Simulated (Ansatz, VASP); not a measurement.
**W6C: VASP beside Ansatz**

```
CELL_PARAMETERS angstrom
-3.17910 3.17910 3.17910
3.17910 -3.17910 3.17910
3.17910 3.17910 -3.17910
ATOMIC_POSITIONS crystal
W 0.68810 0.68810 0.00000
W 0.31190 0.31190 0.00000
W 0.00000 0.31190 0.31190
W 0.00000 0.68810 0.68810
W 0.68810 0.00000 0.68810
W 0.31190 0.00000 0.31190
C 0.00000 0.00000 0.00000
```

Change from the starting cell: species swapped into the SF6 type (Im-3m, No. 229).

Alike in both runs: functional PBE; k mesh 8 × 8 × 8; occupations gaussian, width 0.1 eV; no spin polarisation.

Ansatz relaxed the structure, and its values are those at the end. VASP's run is a single point on that final structure, the one shown.

```csv
,VASP,Ansatz
version,VASP 6.6.1,Ansatz 0.2.0
potentials or method,"VASP PAW PBE potentials, release 64 (W_sv, C)","scalar-relativistic, plane waves, PAW"
plane-wave cutoff (eV),520,420
valence electrons in the cell,88,88
```

Ansatz gave:

```
gap on the k mesh at the Fermi level (eV) : none
pressure (GPa)                            : 0.0
rms of the force components (eV/Å)        : 0.000
```

Question: Estimate VASP's values.

Answer: gap on the k mesh at the Fermi level (eV): none; pressure (GPa): 0.8; rms of the force components (eV/Å): 0.028.

A gap of «none» marks a metal or a gap that the smearing closes. The functional is the same, so the differences come from potentials, cutoffs and numerics.

Spin-orbit coupling is left out, which matters for the levels of W.
